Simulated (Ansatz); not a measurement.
**HfB: LAPW beside PAW**

Aim: solve HfB at one geometry with full-potential LAPW, PAW on the default files and datasets made for this crystal, and see where they agree.

Program: Ansatz 0.2.0. Level of theory: DFT LDA, scalar-relativistic. These are calculated values, not measurements.

## (1) The structure to begin with

It takes space group Fm-3m (No. 225, cubic). Conventional cell: a = 4.620 Å, b = 4.620 Å, c = 4.620 Å, α = 90.00°, β = 90.00°, γ = 90.00°. Hf (site symmetry m-3m) has 6 B at 2.31 Å as nearest neighbours. B (site symmetry m-3m) is surrounded by 6 Hf at 2.31 Å.

Coordinates:

```
CELL_PARAMETERS angstrom
0.00000 2.31000 2.31000
2.31000 0.00000 2.31000
2.31000 2.31000 0.00000
ATOMIC_POSITIONS crystal
Hf 0.50000 0.50000 0.50000
B 0.00000 0.00000 0.00000
```

The geometry is a database entry used as it stands. It may stem from high pressure or temperature, or be incomplete, so it serves as a test cell.

Atoms are numbered in the order of the input: Hf1, B2.

## (2) Full-potential LAPW

Contents of input.yaml:

```yaml
crystal:
  lattice:
    - [0.0, 2.31, 2.31]
    - [2.31, 0.0, 2.31]
    - [2.31, 2.31, 0.0]
  atoms:
    - { symbol: Hf, position: [0.5, 0.5, 0.5] }
    - { symbol: B, position: [0.0, 0.0, 0.0] }
kpoints:
  mp_grid: { grid: [15, 15, 15] }
  band_path:
    path:
      - [0.0, 0.0, 0.0]
      - [0.5, 0.0, 0.5]
      - [0.625, 0.25, 0.625]
      - [0.375, 0.375, 0.75]
      - [0.0, 0.0, 0.0]
      - [0.5, 0.5, 0.5]
      - [0.5, 0.25, 0.75]
      - [0.5, 0.0, 0.5]
    npoints: 14
scf:
  occupations: { method: fermi_dirac, width: 0.05 }
hamiltonian:
  xc: lda
  pseudopotentials: { kind: all_electron, lapw: { basis_error: 0.00025 } }
output:
  forces: true
  stress: true
  eigenvalues: true
  populations: true
  dos: { projected: true, de: 0.2, e_range: [-14, 8] }
```

On the command line:

```sh
$ ansatz run input.yaml --threads 1 --pin off --max-ram 3072MiB --backend cpu --events-out ev --progress --plain --runs-dir out
```

The program printed:

```text
Hf: projections on atomic orbitals take those of the free atom 1s2 2s2 2p6 3s2 3p6 3d10 4s2 4p6 4d10 4f14 5s2 5p6 5d2 6s2, of charge +0.00 (hamiltonian.pseudopotentials.projection_atoms)
B: projections on atomic orbitals take those of the free atom 1s2 2s2 2p1, of charge +0.00 (hamiltonian.pseudopotentials.projection_atoms)
LAPW: plane waves up to 9.368 Å⁻¹, error target 2.5e-4 eV per atom; small_component_spin mean_spin; B in spheres of 0.917 Å, 5 of its electrons in bands, Dirac shells []; Hf in spheres of 1.393 Å, 42 of its electrons in bands, Dirac shells []
Engine: ansatz 0.2.0
Pseudopotentials: kind: all_electron
Pseudopotential: Hf, LAPW, valence charge 42, Koelling and Harmon's equation, gaussian nucleus
Pseudopotential: B, LAPW, valence charge 5, Koelling and Harmon's equation, gaussian nucleus
Functional definition: SPW92
  exchange = slater_x
  correlation = pw_c
Crystal: 2 atoms, lattice volume = 24.653 Å³
Basis set: ecut = 334.32947989034494 eV, 331 PW (Γ), exchange–correlation at level 2
Bands: 29, of which v1, the nominal top of the filled ones, is band 24 counted from 1 (23 counted from 0)
Symmetry: 48 space group operations
Space group: Fm-3m (ITA 225), of the structure as read, at distance tolerance 2.9e-5 Å
k-points: 120 of 3375
Non-local potential: Hf, projectors of the file, none
Non-local potential: B, projectors of the file, none
Initial density: superposition of atomic densities (chi_scale 0.1, normalization cell, long waves kept (reshape's long-wave potential 0.00 eV rms))
Initial wavefunctions: plane waves of lowest kinetic energy (no species holds an atomic orbital)
Functional: x = slater, c = lda
iter 1 solved again at ethr=4.73e-3 eV; its pass at ethr=1.00e-1 eV (dr2=2.22e0 eV) is discarded
SCF iter   1: F=—  HF=-410677.708537 eV  |F-HF|=—  |Δ(HF+E_count)|=         —  Δρ=8.03e-2  dr2=2.22e0  ethr=4.73e-3  ⟨swp⟩=2.0  Hψ=21133  notcnv=0
preconditioner: auto → Kerker (q_TF=auto, 3.038 Å⁻¹)  [metal: Δε(μ)=0.013 eV  Ē_g=18.026 eV  σ=0.050 eV  W_gap=0.06  n_scr=14 (ndim 8)  ℏωp=38.9 eV  f_vac=0.000  D(μ)=1.13/eV (n_scr^D=14)]
SCF iter   2: F=—  HF=-410676.893913 eV  |F-HF|=—  |Δ(HF+E_count)|=   8.15e-1  Δρ=3.22e-2  dr2=3.71e-1  ethr=4.73e-3  ⟨swp⟩=2.9  Hψ=10491  notcnv=0
SCF iter   3: F=—  HF=-410676.813613 eV  |F-HF|=—  |Δ(HF+E_count)|=   8.03e-2  Δρ=2.11e-2  dr2=1.63e-1  ethr=7.88e-4  ⟨swp⟩=2.0  Hψ=10554  notcnv=0
SCF iter   4: F=—  HF=-410676.748994 eV  |F-HF|=—  |Δ(HF+E_count)|=         —  Δρ=1.14e-2  dr2=4.61e-2  ethr=3.48e-4  ⟨swp⟩=2.0  Hψ=9883  notcnv=0
the basis was enlarged: its passes take 286.9 KiB over the memory plan, 1 of 1 planned eigensolver slots
iter 5 solved again at ethr=2.02e-6 eV; its pass at ethr=9.81e-5 eV (dr2=9.50e-4 eV) is discarded
SCF iter   5: F=—  HF=-410676.742629 eV  |F-HF|=—  |Δ(HF+E_count)|=   6.36e-3  Δρ=1.92e-3  dr2=9.51e-4  ethr=2.02e-6  ⟨swp⟩=2.0  Hψ=17679  notcnv=0
SCF iter   6: F=—  HF=-410676.742664 eV  |F-HF|=—  |Δ(HF+E_count)|=   3.51e-5  Δρ=8.39e-4  dr2=2.35e-4  ethr=2.02e-6  ⟨swp⟩=2.0  Hψ=10023  notcnv=0
SCF iter   7: F=—  HF=-410676.742648 eV  |F-HF|=—  |Δ(HF+E_count)|=   1.65e-5  Δρ=1.46e-4  dr2=6.14e-6  ethr=5.00e-7  ⟨swp⟩=2.0  Hψ=10023  notcnv=0
SCF iter   8: F=—  HF=-410676.742647 eV  |F-HF|=—  |Δ(HF+E_count)|=   6.32e-7  Δρ=3.91e-5  dr2=3.81e-7  ethr=1.31e-8  ⟨swp⟩=2.0  Hψ=10023  notcnv=0
SCF iter   9: F=-410676.742647 eV  HF=-410676.742647 eV  |F-HF|=5.47e-9  |Δ(HF+E_count)|=   7.47e-8  Δρ=7.27e-6  dr2=9.27e-9  ethr=8.10e-10  ⟨swp⟩=3.0  Hψ=10259  notcnv=0
SCF 1 converged in 9 iterations: F = -410676.742647 eV  dr2 = 9.27e-9
NSCF: frozen V_eff on 99 k-points
SCF converged after 9 iterations
Free energy (F): -410676.742647 eV
Harris-Foulkes:  -410676.742647 eV  (|F-HF|=5.47e-9)
Internal energy: -410676.734653 eV  (E = F + TS)
E sigma→0 (E₀):  -410676.738650 eV
Entropy (-TS):   -0.007994 eV (-3.997 meV/atom)
Fermi energy:    19.747447 eV
--- Per-component energies (eV) ---
  E_band       = -4073.468369
  E_kinetic    = 456761.797774
  E_xc         = -8275.954522
  E_electrostatic = -859162.577905  (all electrons and nuclei)
  E_smearing   = -0.007994  (= −TS)
  E_closure    = 0.000000  (closes the sum)
  E_atoms      = -410660.389997  (free atoms, spherical and without spin; not in F)
  Σ components = -410676.742647   (vs F -410676.742647, Δ=0.00e0)
  Basis errors (estimates in eV, not in F): energy 9.2e-5 per atom: plane waves 8.4e-5 (4.7e-5 summed), levels above the bands 5.3e-105, relativity 4.3e-9, radial functions 8.2e-6, core shells 6.5e-8; eigenvalues (radial functions only) 1.0e-6; not estimated: angular momenta, meshes, grids; target (lapw.basis_error) 2.5e-4; muffin-tin radii B 0.917 Å, Hf 1.393 Å
--- Forces (eV/Å), atoms counted from 1 ---
  atom   1  Hf    -0.00000000     0.00000000    -0.00000000
  atom   2  B     -0.00000000     0.00000000    -0.00000000
  max |Σ_I F_I| component: 4.93e-31 eV/Å
--- Stress (GPa, compression-positive) ---
       18.262836      -0.000000       0.000000
       -0.000000      18.262836       0.000000
        0.000000       0.000000      18.262836
  P = ⅓ Tr σ = 18.2628 GPa (182.628 kbar)
--- Band table (eV; the first three rows and the last of 120) ---
  k-point 0: bands = ["-350.8397", "-350.8397", "-350.8397", "-179.2185", "-179.2185", "-179.2185", "-179.2029", "-179.2029", "-149.4730", "-40.1549", "-8.6592", "-8.6592", "-8.6592", "9.8174", "9.8190", "9.8190", "9.8190", "9.9097", "9.9097", "9.9097", "10.2716", "21.8164", "21.8164", "21.8164", "23.7770", "23.7770", "23.7770", "23.8489", "23.8489"]
  k-point 1: bands = ["-350.8397", "-350.8397", "-350.8397", "-179.2185", "-179.2185", "-179.2185", "-179.2029", "-179.2029", "-149.4730", "-40.1529", "-8.6929", "-8.6626", "-8.6626", "9.8171", "9.8195", "9.8217", "9.8217", "9.9069", "9.9069", "9.9098", "10.4019", "21.3905", "21.7508", "21.7508", "22.7779", "22.7779", "24.0068", "25.1676", "25.1676"]
  k-point 2: bands = ["-350.8397", "-350.8397", "-350.8397", "-179.2185", "-179.2185", "-179.2185", "-179.2029", "-179.2029", "-149.4730", "-40.1474", "-8.7868", "-8.6723", "-8.6723", "9.8132", "9.8254", "9.8293", "9.8293", "9.8993", "9.8993", "9.9101", "10.7793", "20.5055", "21.1158", "21.1158", "22.6622", "22.6622", "24.3705", "26.6686", "26.6686"]
  k-point 119: bands = ["-350.8397", "-350.8397", "-350.8397", "-179.2185", "-179.2185", "-179.2185", "-179.2029", "-179.2029", "-149.4730", "-40.0943", "-9.1418", "-9.1110", "-8.9137", "9.8440", "9.8524", "9.8545", "9.8607", "9.8755", "9.8789", "9.8831", "14.2321", "18.0228", "18.4584", "18.8133", "24.7975", "25.4520", "27.4871", "27.8489", "30.8936"]
--- Löwdin populations: 2 sites ---
  site symbol       q [e]
     0     Hf     71.4763
     1      B      5.5047
  spilling = 0.000246 (of n_electrons = 77.000000)
```

Wall time 30 s (1 thread of Intel Xeon Platinum 8488C (Sapphire Rapids), shared host); peak memory 0.6 GiB.

In short: pressure 18.26 GPa; no gap.

Levels at the path's labelled points, in eV from the Fermi level:

```csv
point,band 20,band 21,band 22,band 23,band 24,band 25,band 26
Γ,-9.84,-9.48,2.07,2.07,2.07,4.03,4.03
X,-9.86,-6.65,-1.17,-0.86,2.44,2.44,6.11
U,-9.86,-5.74,-2.16,-1.16,0.27,3.08,6.68
K,-9.86,-5.74,-2.16,-1.16,0.27,3.08,6.68
Γ,-9.84,-9.48,2.07,2.07,2.07,4.03,4.03
L,-9.84,-5.03,-3.85,-1.43,-1.43,6.35,6.35
W,-9.86,-5.53,-1.31,-1.31,-1.30,5.45,5.45
X,-9.86,-6.65,-1.17,-0.86,2.44,2.44,6.11
```

States per cell, counted by energy window (eV from the Fermi level, on a grid of 0.20 eV):

```csv
from,to,total,Hf 4f,Hf 5d,B 2p,B 2s
-10,-9,14.01,13.97,0.01,0.01,0.01
-9,-8,0.11,0.00,0.00,0.01,0.03
-8,-7,0.20,0.00,0.02,0.03,0.07
-7,-6,0.54,0.00,0.17,0.05,0.19
-6,-5,0.92,0.01,0.38,0.07,0.36
-5,-4,0.23,0.00,0.08,0.03,0.09
-4,-3,0.47,0.00,0.18,0.15,0.09
-3,-2,0.82,0.00,0.34,0.34,0.06
-2,-1,1.69,0.00,0.81,0.75,0.05
-1,0,1.93,0.00,1.05,0.80,0.02
0,1,0.72,0.00,0.37,0.33,0.01
1,2,0.36,0.00,0.17,0.18,0.00
2,3,0.49,0.00,0.25,0.21,0.01
3,4,0.64,0.00,0.41,0.19,0.02
4,5,0.80,0.00,0.57,0.17,0.02
```

(Part 1 of 2 ends here.)
